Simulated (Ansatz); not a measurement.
Stress against strain in Hf

```xyz
2
Lattice="3.1967 0.0000 0.0000 -1.5983 2.7684 0.0000 0.0000 0.0000 5.0578" Properties=species:S:1:pos:R:3 pbc="T T T"
Hf    0.0000    1.8456    1.2645
Hf    1.5983    0.9228    3.7934
```

Atoms are numbered in the order listed.

The cell is COD entry 9008501, as deposited and not checked against the literature; nothing was relaxed.

Spin–orbit coupling is left out, though it moves levels of the heavy atoms by tenths of an eV or more.

Method: DFT, PBE, all-electron LAPW, scalar-relativistic in Ansatz 0.2.0.

Numerical set-up: a Γ-centred 13×13×7 k mesh, Fermi–Dirac smearing of 0.05 eV, basis error target 0.5 meV/atom, no spin polarisation.

The strain is applied along the Cartesian axes of the cell as listed (the other components stay zero). Fractional coordinates are held (clamped ions).

σ is the change of stress from the unstrained cell, which is at 0.80 GPa; tension is positive, so slopes are stress–strain coefficients at that pressure. In a metal the k mesh adds noise.

Only quantities that a quadratic follows smoothly over the whole series are listed; rougher ones are left out.

| εxx = εyy | σzz (GPa) | σxx (GPa) |
| --- | --- | --- |
| -0.0300 | -4.78 | -8.53 |
| -0.0200 | -3.03 | -5.50 |
| -0.0100 | -1.45 | -2.66 |
| 0.0000 | 0.00 | 0.00 |
| 0.0100 | 1.32 | 2.47 |
| 0.0300 | 3.67 | 6.85 |

(1) Fit the series and read off the stiffness at zero strain.

(2) One run, at εxx = εyy = 0.0200, is withheld. Predict its row.

Results:

(1) Least-squares fits y = p0 + p1 x + p2 x² to the rows give σzz (GPa): p1 = 140, p2 = -610; σxx (GPa): p1 = 256, p2 = -930. So C13 + C23 = 140 GPa and C11 + C12 = 256 GPa, for these axes.

(2) The fits give 2.56, 4.75; the run gave 2.54, 4.75.
